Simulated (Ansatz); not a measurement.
Here is an Ansatz 0.2.0 calculation.

Contents of input.yaml:

```yaml
crystal:
  lattice:
    - [11.42, 0.0, 0.0]
    - [0.0, 4.19, 0.0]
    - [0.0, 0.0, 4.46]
  atoms:
    - { symbol: Sn, position: [0.877, 0.75, 0.909] }
    - { symbol: Sn, position: [0.623, 0.25, 0.409] }
    - { symbol: Sn, position: [0.377, 0.75, 0.591] }
    - { symbol: Sn, position: [0.123, 0.25, 0.091] }
    - { symbol: Se, position: [0.643, 0.75, 0.984] }
    - { symbol: Se, position: [0.857, 0.25, 0.484] }
    - { symbol: Se, position: [0.143, 0.75, 0.516] }
    - { symbol: Se, position: [0.357, 0.25, 0.016] }
kpoints:
  mp_grid: { grid: [3, 6, 6] }
scf:
  occupations: { method: fermi_dirac, width: 0.05 }
hamiltonian:
  xc: pbesol
  pseudopotentials: { kind: all_electron, lapw: { basis_error: 0.001 } }
output:
  forces: true
  stress: true
  eigenvalues: true
  populations: true
```

Potentials or basis: all-electron LAPW, scalar-relativistic.

The run is started by

```bash
$ ansatz run input.yaml --threads 4 --pin off --max-ram 12288MiB --backend cpu --events-out ev --progress --plain --runs-dir out
```

(1) Estimate the largest force.

(2) Predict the pressure.

(3) Estimate the Loewdin charges.

Results:

(1) 0.234 eV/Å.

(2) -0.6 GPa.

(3) Sn +0.29; Se -0.23 e.

Caveat: spin-orbit coupling is left out, which moves the levels of the heavy elements; an odd mesh through Γ misses points on the zone boundary, where band edges often lie.

The gap isn't set beside the measured one, since this odd mesh misses points on the zone boundary.
